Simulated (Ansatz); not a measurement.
Crystal: TiO2.

```
Ti O
1.0
     4.59984    0.00000    0.00000
     0.00000    4.59984    0.00000
     0.00000    0.00000    2.95921
Ti O
2 4
Cartesian
  0.0000 0.0000 1.4796
  2.2999 2.2999 0.0000
  1.3998 1.3998 1.4796
  0.9001 3.6997 0.0000
  3.6997 0.9001 0.0000
  3.2000 3.2000 1.4796
```

The cell is a database's computed one.

| Quantity | Value |
| --- | --- |
| Program | Ansatz 0.2.0 |
| Task | relaxation of cell and atoms |
| Functional | PBEsol |
| Dispersion | D3(BJ) |
| Potentials or basis | Ansatz PAW |
| Cutoff | 420 eV (not typed: the program's choice for these potentials) |
| k mesh | 6 × 6 × 9 |
| Occupations | fermi-dirac, width 0.05 eV |
| Spin | no spin polarisation |

At the start: volume 10.44 Å³/atom.

Question: How do energy, volume and symmetry change on relaxing?

Answer: It ends after 7 steps and the volume is 10.17 Å³/atom (-2.5 %); space group P4_2/mnm (No. 136, to 0.05 Å).

The path:
```tsv
step	energy change (eV)	largest force (eV/Å)	volume (Å³)
1	0.0000	0.0708	62.61
2	-0.0331	0.0346	61.49
3	-0.0373	0.0089	61.08
4	-0.0372	0.0009	61.09
5	-0.0306	0.0008	61.09
6	-0.0309	0.0001	61.04
7	-0.0306	0.0001	61.04
```

Final structure:
```xyz
6
Lattice="4.5643 0.0000 0.0000 0.0000 4.5643 0.0000 0.0000 0.0000 2.9302" Properties=species:S:1:pos:R:3 pbc="T T T"
Ti    0.0000    0.0000    1.4651
Ti    2.2821    2.2821    0.0000
O     1.3872    1.3872    1.4651
O     0.8949    3.6694    0.0000
O     3.6694    0.8949    0.0000
O     3.1770    3.1770    1.4651
```

Caveat: the plane-wave basis is chosen anew once the cell has moved, so the energies of steps on either side of that aren't comparable; the pressure holds a Pulay correction of +0.8 GPa for the finite cutoff; the PAW data sets come from PBE, with cores solved anew for the run's functional, which leaves a small shift of forces and pressure.
